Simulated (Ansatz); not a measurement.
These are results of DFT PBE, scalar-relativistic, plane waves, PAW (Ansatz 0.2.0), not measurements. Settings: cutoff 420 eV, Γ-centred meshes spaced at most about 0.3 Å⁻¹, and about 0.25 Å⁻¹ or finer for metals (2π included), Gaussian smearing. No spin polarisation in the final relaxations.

Temperature and zero-point effects are left out. All come from trial cells, and lower structures may exist.

Problem. Order these relaxed structures of Ge by energy, lowest first, with the energy over the lowest of them.
A.

```
Ge
1.0
     6.82299    0.00000    0.00000
     0.00000    6.82299    0.00000
     0.00000    0.00000    5.65044
Ge
10
Direct
  0.05254 0.76013 0.33525
  0.94746 0.23987 0.33525
  0.73987 0.55254 0.33525
  0.26013 0.44746 0.33525
  0.44746 0.26013 0.66475
  0.55254 0.73987 0.66475
  0.76013 0.05254 0.66475
  0.23987 0.94746 0.66475
  0.00000 0.00000 0.00000
  0.50000 0.50000 0.00000
```

B.

```
Ge
1.0
    -4.14916    4.14916    4.14916
     4.14916   -4.14916    4.14916
     4.14916    4.14916   -4.14916
Ge
6
Cartesian
  2.0746 5.1864 0.0000
  0.0000 2.0746 5.1864
  3.1119 4.1492 2.0746
  5.1864 0.0000 2.0746
  2.0746 3.1119 4.1492
  4.1492 2.0746 3.1119
```

C.

```
Ge
1.0
     4.12731    0.00000    0.00000
    -2.06365    3.57435    0.00000
     0.00000    0.00000    4.41301
Ge
3
Direct
  0.00000 0.50000 0.33333
  0.50000 0.50000 0.66667
  0.50000 0.00000 0.00000
```

D.

```
Ge
1.0
     1.46602   -3.79979    0.00000
     1.46602    3.79979    0.00000
     0.00000    0.00000    8.35355
Ge
4
Direct
  0.86092 0.13908 0.58667
  0.13908 0.86092 0.08667
  0.86092 0.13908 0.91333
  0.13908 0.86092 0.41333
```

Solution. C (0 meV/atom), D (137 meV/atom), A (156 meV/atom), B (558 meV/atom). Forms: C P6_422; D Cmcm; A P42_12; B I4_132. Counting all near atoms (those within 1.25 times the shortest such distance or 1.15 times the sum of covalent radii): C has Ge 4; D has Ge 6; A has Ge 4; B has Ge 4.

Cells relaxed within their symmetry can be saddle points. The part of the Crystallography Open Database at hand lists Ge in space groups No. 64, 96, 227; no cell shown has one of them. Some candidate types were left out of the draw beforehand, so a known form may be missing.
